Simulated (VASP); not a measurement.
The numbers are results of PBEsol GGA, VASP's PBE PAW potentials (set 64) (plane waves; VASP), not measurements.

Input for VASP

### INCAR
```
ALGO = Normal
EDIFF = 1E-7
EDIFFG = -0.01
ENCUT = 480
GGA = PS
IBRION = 2
ISIF = 2
ISMEAR = 1
ISPIN = 2
LASPH = .TRUE.
LCHARG = .FALSE.
LMAXMIX = 6
LORBIT = 10
LREAL = .FALSE.
LWAVE = .FALSE.
MAGMOM = 1.8 0.4
NELM = 100
NSW = 30
PREC = Accurate
SIGMA = 0.1
SYSTEM = CoPt
```

**KPOINTS**
```
K-points
0
Gamma
12 12 10
```

POSCAR:
```
CoPt
1
    2.6050707878     0.0000000000     0.0000000000
    0.0000000000     2.6582354978     0.0000000000
    0.0000000000     0.0000000000     3.5809547818
Co Pt
1 1
Direct
  0.0000000000   0.0000000000   0.0000000000
  0.5000000000   0.5000000000   0.5000000000
```

POTCAR, in this order: Co Pt (PBE.64 set). Program: vasp_std.

Output of the run:

**OSZICAR**
```
       N       E                     dE             d eps       ncg     rms          rms(c)
DAV:   1     0.954601355489E+02    0.95460E+02   -0.84715E+03 16904   0.143E+03
DAV:   2    -0.127554266787E+02   -0.10822E+03   -0.10023E+03 17280   0.279E+02
DAV:   3    -0.163751368472E+02   -0.36197E+01   -0.35007E+01 19224   0.623E+01
DAV:   4    -0.164196010063E+02   -0.44464E-01   -0.44439E-01 19480   0.598E+00
DAV:   5    -0.164208876673E+02   -0.12867E-02   -0.12866E-02 20236   0.110E+00    0.195E+01
DAV:   6    -0.173606642766E+02   -0.93978E+00   -0.14246E+01 16976   0.908E+01    0.203E+01
DAV:   7    -0.150513880470E+02    0.23093E+01   -0.11046E+01 20456   0.935E+01    0.101E+01
DAV:   8    -0.148939160296E+02    0.15747E+00   -0.53907E-01 19998   0.127E+01    0.461E+00
DAV:   9    -0.148076867748E+02    0.86229E-01   -0.17412E-01 22588   0.968E+00    0.139E+00
DAV:  10    -0.148025818836E+02    0.51049E-02   -0.22588E-02 24978   0.261E+00    0.485E-01
DAV:  11    -0.148021641430E+02    0.41774E-03   -0.18989E-03 21364   0.915E-01    0.222E-01
DAV:  12    -0.148020583101E+02    0.10583E-03   -0.18284E-04 22180   0.191E-01    0.101E-01
DAV:  13    -0.148020089175E+02    0.49393E-04   -0.76206E-05 22908   0.195E-01    0.333E-02
DAV:  14    -0.148020070984E+02    0.18191E-05   -0.30966E-05 23688   0.763E-02    0.128E-02
DAV:  15    -0.148020072484E+02   -0.14996E-06   -0.96888E-07 19980   0.178E-02    0.581E-03
DAV:  16    -0.148020071043E+02    0.14404E-06   -0.37182E-07 11708   0.125E-02    0.244E-03
DAV:  17    -0.148020071077E+02   -0.33385E-08   -0.58015E-08  9288   0.307E-03
   1 F= -.14802007E+02 E0= -.14801976E+02  d E =-.148020E+02  mag=     2.1772
```

**OUTCAR**
```
------------------------ aborting loop because EDIFF is reached ----------------------------------------
  FORCE on cell =-STRESS in cart. coord.  units (eV):
  Direction    XX          YY          ZZ          XY          YZ          ZX
  --------------------------------------------------------------------------------------
  Total        2.4026210      1.0996134      1.8993592      0.0000000      0.0000000      0.0000000
  in kB      155.2329918     71.0458641    122.7173246      0.0000000      0.0000000      0.0000000
  external PRESSURE =     116.3320602 kB  Pullay stress =       0.0000000 kB
  volume of cell :       24.80
      direct lattice vectors                 reciprocal lattice vectors
     2.605070788  0.000000000  0.000000000     0.383866728  0.000000000  0.000000000
     0.000000000  2.658235498  0.000000000     0.000000000  0.376189394  0.000000000
     0.000000000  0.000000000  3.580954782     0.000000000  0.000000000  0.279255132
 POSITION                                       TOTAL-FORCE (eV/Angst)
 -----------------------------------------------------------------------------------
      0.00000      0.00000      0.00000         0.000000      0.000000      0.000000
      1.30254      1.32912      1.79048         0.000000      0.000000      0.000000
 -----------------------------------------------------------------------------------
    total drift:                               -0.000000      0.000000      0.000000
  FREE ENERGIE OF THE ION-ELECTRON SYSTEM (eV)
  ---------------------------------------------------
  free  energy   TOTEN  =       -14.8020071077 eV

  energy  without entropy=      -14.8019133236  energy(sigma->0) =      -14.80197585

 total charge

# of ion       s       p       d       tot
------------------------------------------
    1        0.444   0.514   7.269   8.227
    2        0.748   0.766   8.085   9.599
--------------------------------------------------
tot          1.191   1.280  15.354  17.825

 magnetization (x)

# of ion       s       p       d       tot
------------------------------------------
    1       -0.001  -0.010   1.795   1.783
    2       -0.013  -0.047   0.447   0.387
--------------------------------------------------
tot         -0.014  -0.057   2.242   2.171

 reached required accuracy - stopping structural energy minimisation
```
(Selected blocks of OUTCAR.)

The compound is CoPt in the L1_0 structure. This cell was strained or had an atom moved on purpose.
